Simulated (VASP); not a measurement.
Runs of VASP 6.6.1 on Se. Symmetry: Pm-3m, No. 221, cubic system. Conventional cell: a = 2.811 Å, b = 2.811 Å, c = 2.811 Å, α = 90.00°, β = 90.00°, γ = 90.00°. Se (site symmetry m-3m) has 6 Se at 2.81 Å as nearest neighbours. This isn't the form of Se at room conditions, which is trigonal, of chains.

```csv
task,potentials or basis,cell,k mesh,cutoff (eV),smearing,mesh quality,gap on the mesh (eV),pressure (GPa)
single point,"VASP PAW PBE potentials, release 64 (Se_GW)",as given,5 × 5 × 5,500,gaussian 0.02 eV,coarse,none,(a)
single point,"VASP PAW PBE potentials, release 64 (Se)",as given,9 × 9 × 9,520,fermi-dirac 0.05 eV,not flagged,none,2.0
single point,"VASP PAW PBE potentials, release 64 (Se_GW)",as given,5 × 5 × 5,450,gaussian 0.02 eV,coarse,none,(b)
single point,"VASP PAW PBE potentials, release 64 (Se_GW)",as given,6 × 6 × 6,450,gaussian 0.02 eV,coarse,none,1.0
single point,"VASP PAW PBE potentials, release 64 (Se)",cell strained at random at fixed volume,9 × 9 × 9,520,fermi-dirac 0.05 eV,not flagged,none,2.2
single point,"VASP PAW PBE potentials, release 64 (Se_GW)",as given,4 × 4 × 4,450,gaussian 0.02 eV,coarse,none,-1.3
```

Alike in all rows: level PBE; no spin polarisation.

Q: Estimate the missing entries.

A: (a) 0.1; (b) 0.0.

Caveats: some runs use coarse meshes.

A k mesh can miss the band edges, and the runs leave out spin-orbit coupling on Se.

A gap of «none» marks a metal or a gap under the smearing width.
